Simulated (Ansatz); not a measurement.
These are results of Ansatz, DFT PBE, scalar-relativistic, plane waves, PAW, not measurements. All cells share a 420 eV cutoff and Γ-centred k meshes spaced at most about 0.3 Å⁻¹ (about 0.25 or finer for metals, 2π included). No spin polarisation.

Each guess is relaxed in cell and atoms at zero pressure, on a coarse mesh first where it starts far from rest and then on a converged one. The steps can't lower the symmetry of the start, but it can rise. Energies are static (0 K, no zero-point motion).

Two unrelaxed guesses for Cd2S:

A.

```xyz
3
Lattice="-2.2338 2.2338 3.7043 2.2338 -2.2338 3.7043 2.2338 2.2338 -3.7043" Properties=species:S:1:pos:R:3 pbc="T T T"
Cd    0.0000    0.0000    5.0654
Cd    0.0000    0.0000    2.3432
S     0.0000    0.0000    0.0000
```

B.

```xyz
6
Lattice="5.6097 0.0000 0.0000 0.0000 5.6097 0.0000 0.0000 0.0000 5.6097" Properties=species:S:1:pos:R:3 pbc="T T T"
Cd    1.4024    1.4024    1.4024
Cd    4.2073    4.2073    1.4024
Cd    4.2073    1.4024    4.2073
Cd    1.4024    4.2073    4.2073
S     0.0000    0.0000    0.0000
S     2.8048    2.8048    2.8048
```

**Question.** Where do they end, and which end is lower?

**Answer.** A ends lower, by 128 meV/atom. A: I4/mmm at 24.6 Å³/atom → I4/mmm at 33.5 Å³/atom; B: Pn-3m at 29.4 Å³/atom → Pn-3m (cuprite type) at 34.8 Å³/atom. Counting S atoms around Cd (those within 1.25 times the shortest such distance or 1.15 times the sum of covalent radii), the end of A has Cd 1 and the end of B has Cd 2. End of A. Conventional cell: a = 5.212 Å, c = 7.406 Å. Around Cd lie 1 S at 2.40 Å and 1 Cd at 2.60 Å; S is surrounded by 2 Cd at 2.40 Å. End of B. Conventional cell: a = 5.933 Å. Cd has 2 S at 2.57 Å; S is surrounded by 4 Cd at 2.57 Å.

Cells without such a test can be saddle points. Shaken at random and relaxed again, the end of A falls into a cell with space group Cm (No. 8), 0.37 eV/atom lower, so it is a saddle point or a shallow minimum. Neither end is the lowest form computed: that has space group P-4m2 (No. 115) and lies 0.38 eV/atom below the better end. Even the lowest of the cells shown lies +0.07 eV/atom against the elements. No dispersion correction is applied, so the spacing and binding between layers, chains or molecules are poorly described (I4/mmm), and this can change margins and order among such cells. Some candidate types were left out of the draw beforehand, so a known form may be missing.
